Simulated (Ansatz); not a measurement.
C (R-3m) from a database of computed structures, relaxed with r2SCAN+rVV10, was run in Ansatz under altered settings. All numbers are computed, without spin polarisation but where a row says otherwise.

```
C
1.0
     1.22751    0.70870    6.91417
    -1.22751    0.70870    6.91417
     0.00000   -1.41740    6.91417
C
4
Direct
  0.91911 0.91911 0.91911
  0.25245 0.25245 0.25245
  0.74755 0.74755 0.74755
  0.08089 0.08089 0.08089
```

The base run's other keys:
```yaml
kpoints:
  mp_grid: { grid: [6, 6, 6] }
hamiltonian:
  xc: hse06
scf:
  occupations: { method: fixed }
  n_extra_bands: 5
```

It takes 17 iterations with 695 plane waves at 420 eV and 32 k points, and leaves a mean stress of -1.12 GPa. The gap over this mesh is 0.303 eV. It ran on 4 threads of Intel(R) Xeon(R) Processor @ 2.50GHz (Skylake/Cascade Lake) (shared host).

Outcomes, with energy and stress as changes against the base:
```
                                     setting    outcome  ΔF (meV/atom)  Δ mean stress (GPa)  gap on the mesh (eV)  iterations  wall time
PBE hybrid, exx coeff 0.35, omega 0.2078 1/Å  converged              –                 -2.2                 0.330          18       26 s
 PBE hybrid, exx coeff 0.1, omega 0.2078 1/Å  converged              –                 +3.4                 0.264          13       27 s
    PBE hybrid, exx coeff 0.3, omega 0.5 1/Å  converged              –                  0.0                 0.265          15       30 s
                        scf.n_extra_bands: 1  converged            0.0                  0.0                 0.303          19       39 s
```
A dash marks a value that wasn't obtained or can't be compared. Stress is positive in compression. The base took 27 s.

- PBE hybrid, exx coeff 0.35, omega 0.2078 1/Å. That is 35 % exact exchange, screened with ω = 0.2078 1/Å, against HSE06's 25 % screened at 0.208 1/Å. The mean stress moves by -2.2 GPa and the gap on the mesh by +0.027 eV (to 0.330). Totals of different functionals aren't comparable.
- PBE hybrid, exx coeff 0.1, omega 0.2078 1/Å. That is 10 % exact exchange, screened with ω = 0.2078 1/Å, against HSE06's 25 % screened at 0.208 1/Å. The mean stress moves by +3.4 GPa and the gap on the mesh by -0.039 eV (to 0.264). Totals of different functionals aren't comparable.
- PBE hybrid, exx coeff 0.3, omega 0.5 1/Å. That is 30 % exact exchange, screened with ω = 0.5 1/Å, against HSE06's 25 % screened at 0.208 1/Å. The mean stress moves by 0.0 GPa and the gap on the mesh by -0.038 eV (to 0.265). Totals of different functionals aren't comparable.

Within 1 meV an atom, 0.1 GPa and 0.005 eV of the base stay: scf.n_extra_bands: 1.

The program warns that its thresholds are loose for a hybrid's stress.
